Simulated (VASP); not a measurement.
# Sn2Ge (P-3m1) in VASP: single point with PBE

Aim: the single point of Sn2Ge with PBE.

All numbers are computed with VASP 6.6.1; they aren't measurements. Logs are shortened: lines on timing, memory, paths and dates and some standing lists are left out, and cuts for length are marked.

### Step 1. The crystal as given

The structure is trigonal, space group P-3m1 (No. 164). The conventional cell has a = 4.503 Å, b = 4.503 Å, c = 11.116 Å, α = 90.00°, β = 90.00°, γ = 120.00°. Sn (site symmetry 3m) is surrounded by 4 Sn at 2.82 to 2.86 Å. Around Sn (site symmetry 3m) lie 1 Ge at 2.70 Å and 3 Sn at 2.82 Å. Around Ge (site symmetry 3m) lie 3 Ge at 2.69 Å and 1 Sn at 2.70 Å.

The cell was built by a generator and needn't be a form met in nature.

### Step 2. Single point, PBE

INCAR

```
SYSTEM = Sn2Ge
  PREC = Normal
  ENCUT = 520
  EDIFF = 1E-5
  ISMEAR = 0
  SIGMA = 0.15
  LREAL = Auto
  LASPH = .True.
  NELM = 80
  ALGO = Fast
  ISIF = 2
  LWAVE = .False.
  LCHARG = .False.
  GGA = PE
  NBANDS = 96
  KPAR = 4
```

KPOINTS

```
Automatic mesh
0
Gamma
  6 6 2
  0 0 0
```

POSCAR

```
Sn2Ge
1.0
    9.0053220000      0.0000000000      0.0000000000
   -2.2513300000      3.8994190000      0.0000000000
    0.0000000000      0.0000000000     11.1161400000
Sn Ge
8 4
Direct
    0.0000000000      0.0000000000      0.8714640000
    0.5000000000      0.0000000000      0.8714640000
    0.1666665000      0.6666670000      0.7729500000
    0.6666665000      0.6666670000      0.7729500000
    0.0000000000      0.0000000000      0.1285360000
    0.5000000000      0.0000000000      0.1285360000
    0.3333335000      0.3333330000      0.2270500000
    0.8333335000      0.3333330000      0.2270500000
    0.1666665000      0.6666670000      0.5304550000
    0.6666665000      0.6666670000      0.5304550000
    0.3333335000      0.3333330000      0.4695450000
    0.8333335000      0.3333330000      0.4695450000
```

Potentials or basis: VASP PAW PBE potentials, release 64 (Sn_d, Ge_d).

Command:

```
$ cat potpaw_PBE.64/Sn_d/POTCAR potpaw_PBE.64/Ge_d/POTCAR > POTCAR
$ mpirun -np 4 vasp_std > vasp.out
```

OUTCAR:

```text
SYSTEM = Sn2Ge
   PREC = Normal
   ENCUT = 520
   EDIFF = 1E-5
   ISMEAR = 0
   LREAL = Auto
   LASPH = .True.
   NELM = 80
   ISIF = 2
   GGA = PE

 ion  position               nearest neighbor table
   1  0.000  0.000  0.871-   3 2.82   3 2.82   4 2.82   5 2.86
   2  0.500  0.000  0.871-   4 2.82   4 2.82   3 2.82   6 2.86
   3  0.167  0.667  0.773-   9 2.70   1 2.82   1 2.82   2 2.82
   4  0.667  0.667  0.773-  10 2.70   2 2.82   2 2.82   1 2.82
   5  0.000  0.000  0.129-   8 2.82   8 2.82   7 2.82   1 2.86
   6  0.500  0.000  0.129-   7 2.82   7 2.82   8 2.82   2 2.86
   7  0.333  0.333  0.227-  11 2.70   6 2.82   6 2.82   5 2.82
   8  0.833  0.333  0.227-  12 2.70   5 2.82   5 2.82   6 2.82
   9  0.167  0.667  0.530-  11 2.69  12 2.69  11 2.69   3 2.70
  10  0.667  0.667  0.530-  12 2.69  11 2.69  12 2.69   4 2.70
  11  0.333  0.333  0.470-   9 2.69  10 2.69   9 2.69   7 2.70
  12  0.833  0.333  0.470-  10 2.69   9 2.69  10 2.69   8 2.70

  Warning from LATTYP: Monoclinic adjustment (A1->A3, A2->A1, A3->A2)!
  LATTYP: Found a simple orthorhombic cell.
 ALAT       =     4.5026609140
 B/A-ratio  =     1.7320509578
 C/A-ratio  =     2.4687935006

  Lattice vectors:

 A1 = (   2.2513300000,  -3.8994190000,   0.0000000000)
 A2 = (   6.7539920000,   3.8994190000,   0.0000000000)
 A3 = (   0.0000000000,   0.0000000000,  11.1161400000)

Analysis of symmetry for initial positions (statically):
=====================================================================
 Subroutine PRICEL returns following result:

  LATTYP: Found a hexagonal cell.
 ALAT       =     4.5026610000
 C/A-ratio  =     2.4687934535

  Lattice vectors:

 A1 = (   4.5026610000,   0.0000000000,   0.0000000000)
 A2 = (  -2.2513300000,   3.8994190000,   0.0000000000)
 A3 = (   0.0000000000,   0.0000000000,  11.1161400000)

   2 primitive cells build up your supercell.

 Routine SETGRP: Setting up the symmetry group for a
 simple orthorhombic supercell.

 Subroutine GETGRP returns: Found  4 space group operations
 (whereof  4 operations were pure point group operations)
 out of a pool of  8 trial point group operations.

The static configuration has the point symmetry C_2h.

Analysis of symmetry for dynamics (positions and initial velocities):
=====================================================================
 Subroutine PRICEL returns following result:

  LATTYP: Found a hexagonal cell.
 ALAT       =     4.5026610000
 C/A-ratio  =     2.4687934535

  Lattice vectors:

 A1 = (   4.5026610000,   0.0000000000,   0.0000000000)
 A2 = (  -2.2513300000,   3.8994190000,   0.0000000000)
 A3 = (   0.0000000000,   0.0000000000,  11.1161400000)

   2 primitive cells build up your supercell.

 Routine SETGRP: Setting up the symmetry group for a
 simple orthorhombic supercell.

 Subroutine GETGRP returns: Found  4 space group operations
 (whereof  4 operations were pure point group operations)
 out of a pool of  8 trial point group operations.

The dynamic configuration has the point symmetry C_2h.

 Subroutine INISYM returns: Found  4 space group operations
 (whereof  4 operations are pure point group operations),
 and found     2 'primitive' translations

----------------------------------------------------------------------------------------

                                     Primitive cell

  volume of cell :     195.1745

  direct lattice vectors                    reciprocal lattice vectors
     4.502661000  0.000000000  0.000000000     0.222090892  0.128224202  0.000000000
    -2.251330000  3.899419000  0.000000000     0.000000000  0.256448461  0.000000000
     0.000000000  0.000000000 11.116140000     0.000000000  0.000000000  0.089959284

  length of vectors
     4.502661000  4.502660914 11.116140000     0.256448456  0.256448461  0.089959284

  position of ions in fractional coordinates (direct lattice)
     0.000000000  0.000000000  0.871464000
     0.333333000  0.666667000  0.772950000
     0.000000000  0.000000000  0.128536000
     0.666667000  0.333333000  0.227050000
     0.333333000  0.666667000  0.530455000
     0.666667000  0.333333000  0.469545000

  ion indices of the primitive-cell ions
   primitive index   ion index
                 1           1
                 2           3
                 3           5
                 4           8
                 5           9
                 6          12

----------------------------------------------------------------------------------------

 KPOINTS: Automatic mesh

Automatic generation of k-mesh.
 Grid dimensions read from file:
 generate k-points for:    6    6    2

 Generating k-lattice:

  Cartesian coordinates                     Fractional coordinates (reciprocal lattice)
     0.018507574  0.010685350  0.000000000     0.166666667  0.000000000  0.000000000
     0.000000000  0.042741410  0.000000000     0.000000000  0.166666667  0.000000000
     0.000000000  0.000000000  0.044979642     0.000000000  0.000000000  0.500000000

  Length of vectors
     0.021370705  0.042741410  0.044979642

  Shift w.r.t. Gamma in fractional coordinates (k-lattice)
     0.000000000  0.000000000  0.000000000

 Subroutine IBZKPT returns following result:
 ===========================================

 Found     32 irreducible k-points:

 Following reciprocal coordinates:
            Coordinates               Weight
  0.000000  0.000000  0.000000      1.000000
  0.166667 -0.000000  0.000000      2.000000
  0.333333  0.000000  0.000000      2.000000
  0.500000 -0.000000  0.000000      1.000000
  0.000000  0.166667  0.000000      4.000000
  0.166667  0.166667  0.000000      4.000000
[... 16 lines left out ...]
  0.333333  0.166667  0.500000      2.000000
 -0.166667  0.166667  0.500000      2.000000
 [... further k-points ...]
   k-points           NKPTS =     32   k-points in BZ     NKDIM =     32   number of bands    NBANDS=     96
   number of dos      NEDOS =    301   number of ions     NIONS =     12
   total plane-waves  NPLWV =  89600
   dimension x,y,z NGX =    50 NGY =   28 NGZ =   64
   dimension x,y,z NGXF=   100 NGYF=   56 NGZF=  128
   ions per type =               8   4
   NGX,Y,Z   is equivalent  to a cutoff of   9.23, 10.34,  9.57 a.u.
   NGXF,Y,Z  is equivalent  to a cutoff of  18.46, 20.68, 19.14 a.u.
 SYSTEM =  Sn2Ge
   PREC   = normal    normal or accurate (medium, high low for compatibility)
   ISTART =      0    job   : 0-new  1-cont  2-samecut
   ICHARG =      2    charge: 1-file 2-atom 10-const
   ISPIN  =      1    spin polarized calculation?
   LNONCOLLINEAR =      F non collinear calculations
   LSORBIT =      F    spin-orbit coupling
   LASPH  =      T    aspherical Exc in radial PAW
   ENCUT  =  520.0 eV  38.22 Ry    6.18 a.u.  16.74  8.37 20.67*2*pi/ulx,y,z
   NELM   =     80;   NELMIN=  2; NELMDL= -5     # of ELM steps
   EDIFF  = 0.1E-04   stopping-criterion for ELM
   LREAL  =      T    real-space projection
   EDIFFG = 0.1E-03   stopping-criterion for IOM
   NSW    =      0    number of steps for IOM
   IBRION =     -1    ionic relax: 0-MD 1-quasi-New 2-CG
   NFREE  =      0    steps in history (QN), initial steepest desc. (CG)
   ISIF   =      2    stress and relaxation
   ISYM   =      2    0-nonsym 1-usesym 2-fastsym
   POTIM  = 0.5000    time-step for ionic-motion
   TEBEG  =    0.0;   TEEND  =   0.0 temperature during run
   PSTRESS=    0.0 pullay stress
   NELECT =     168.0000    total number of electrons
   NUPDOWN=      -1.0000    fix difference up-down
   EMIN   =  10.00;   EMAX   =-10.00  energy-range for DOS
   EFERMI =   0.00;   METHOD = LEGACY
   ISMEAR =     0;   SIGMA  =   0.15  broadening in eV -4-tet -1-fermi 0-gaus
   EFERMI_NEDOS =   21; number of points for ismear=-14 and -15
   IALGO  =     68    algorithm
   IMIX   =      4    mixing-type and parameters
     AMIX     =   0.40;   BMIX     =  1.00
     AMIX_MAG =   1.60;   BMIX_MAG =  1.00
  volume/ion in A,a.u.               =      32.53       219.52
  Fermi-wavevector in a.u.,A,eV,Ry     =   1.236024  2.335747 20.786370  1.527755
  Thomas-Fermi vector in A             =   2.370649
   LORBIT       =      0    0 simple, 1 ext, 2 COOP (PROOUT), +10 PAW based schemes
   GGA     = PE    functional components
   LHFCALC =     F    Hartree Fock is set to
   AEXX    =    0.0000 exact exchange contribution
   IVDW    =     0    specifies the selected vdW correction
   LEPSILON=     F    determine dielectric tensor
   LRPA    =     F    only Hartree local field effects (RPA)
 non-spin polarized calculation
 RMM-DIIS sequential band-by-band and
 Gauss-broadening in eV      SIGMA  =   0.15
  energy-cutoff  :      520.00
  volume of cell :      390.35
 maximum number of plane-waves:     10581
   NGX = 33   NGY = 17   NGZ = 41

 number of electron     168.0000075 magnetization

 Free energy of the ion-electron system (eV)
  ---------------------------------------------------
  ext. energy  EPLUGINS =         0.00000000
  ---------------------------------------------------
  free energy    TOTEN  =       -47.80794206 eV

  energy without entropy =      -47.78559714  energy(sigma->0) =      -47.79676960

 E-fermi :   4.6989     XC(G=0):  -8.8556

 val. band max:        4.6462316195   @ k =   0.1667  -0.0000   0.0000
 cond. band min:       4.7147085729   @ k =   0.0000   0.0000   0.0000
 fundamental gap:      0.0684769533
 Fermi energy:         4.6988704858

 k-point     1 :       0.0000    0.0000    0.0000
  band No.  band energies     occupation
      1     -20.0968      2.00000
      2     -20.0859      2.00000
      3     -20.0777      2.00000
      4     -20.0774      2.00000
      5     -20.0654      2.00000
      6     -20.0494      2.00000
[... 88 lines left out ...]
     95       7.7910      0.00000
     96       7.9952      0.00000

 k-point     2 :       0.1667   -0.0000    0.0000
  band No.  band energies     occupation
      1     -20.0959      2.00000
      2     -20.0861      2.00000
      3     -20.0799      2.00000
      4     -20.0789      2.00000
      5     -20.0638      2.00000
      6     -20.0475      2.00000
[... 2266 lines left out ...]
     95       7.8221      0.00000
     96       7.8418      0.00000

 [... further k-points ...]

------------------------ aborting loop because EDIFF is reached ----------------------------------------

  FORCE on cell =-STRESS in cart. coord.  units (eV):
  Direction    XX          YY          ZZ          XY          YZ          ZX
  --------------------------------------------------------------------------------------
  -------------------------------------------------------------------------------------
  Total        0.2338836      0.3515937     -0.1976245     -0.1019399     -0.0796847     -0.1380180
  in kB        0.9599688      1.4431071     -0.8111446     -0.4184097     -0.3270639     -0.5664911
  external PRESSURE =       0.5306438 kB  Pullay stress =       0.0000000 kB

 VOLUME and BASIS-vectors are now :
 -----------------------------------------------------------------------------
  energy-cutoff  :      520.00
  volume of cell :      390.35
      direct lattice vectors                 reciprocal lattice vectors
     9.005322000  0.000000000  0.000000000     0.111045446  0.064112101  0.000000000
    -2.251330000  3.899419000  0.000000000     0.000000000  0.256448461  0.000000000
     0.000000000  0.000000000 11.116140000     0.000000000  0.000000000  0.089959284

 POSITION                                       TOTAL-FORCE (eV/Angst)
 -----------------------------------------------------------------------------------
      0.00000      0.00000      9.68732        -0.004934     -0.002849      0.008849
      4.50266      0.00000      9.68732        -0.004934     -0.002849      0.008849
     -0.00000      2.59961      8.59222        -0.002906     -0.001678      0.019918
      4.50266      2.59961      8.59222        -0.002906     -0.001678      0.019918
      0.00000      0.00000      1.42882         0.004934      0.002849     -0.008849
      4.50266      0.00000      1.42882         0.004934      0.002849     -0.008849
      2.25133      1.29981      2.52392         0.002906      0.001678     -0.019918
      6.75399      1.29981      2.52392         0.002906      0.001678     -0.019918
     -0.00000      2.59961      5.89661        -0.000098     -0.000056     -0.015212
      4.50266      2.59961      5.89661        -0.000098     -0.000056     -0.015212
      2.25133      1.29981      5.21953         0.000098      0.000056      0.015212
      6.75399      1.29981      5.21953         0.000098      0.000056      0.015212
 -----------------------------------------------------------------------------------
    total drift:                               -0.000000      0.000000     -0.000000

  FREE ENERGIE OF THE ION-ELECTRON SYSTEM (eV)
  ---------------------------------------------------
  free  energy   TOTEN  =       -47.8079420622 eV

  energy  without entropy=      -47.7855971439  energy(sigma->0) =      -47.79676960
```

Run time: 5 min. Hardware: 4 MPI ranks of AMD EPYC 7R43 (Zen 3), shared host; peak memory 0.76 GiB.

What came out:

```
Free energy            : -47.8079 eV
Pressure               : 0.1 GPa
Largest force          : 0.020 eV/Å
Band gap on the k mesh : none (metal or under the smearing width)
```

Forces in eV/Å, atoms in the order of the input:
```
Sn  -0.005 -0.003  0.009
Sn  -0.005 -0.003  0.009
Sn  -0.003 -0.002  0.020
Sn  -0.003 -0.002  0.020
Sn   0.005  0.003 -0.009
Sn   0.005  0.003 -0.009
Sn   0.003  0.002 -0.020
Sn   0.003  0.002 -0.020
Ge   0.000  0.000 -0.015
Ge   0.000  0.000 -0.015
Ge   0.000  0.000  0.015
Ge   0.000  0.000  0.015
```
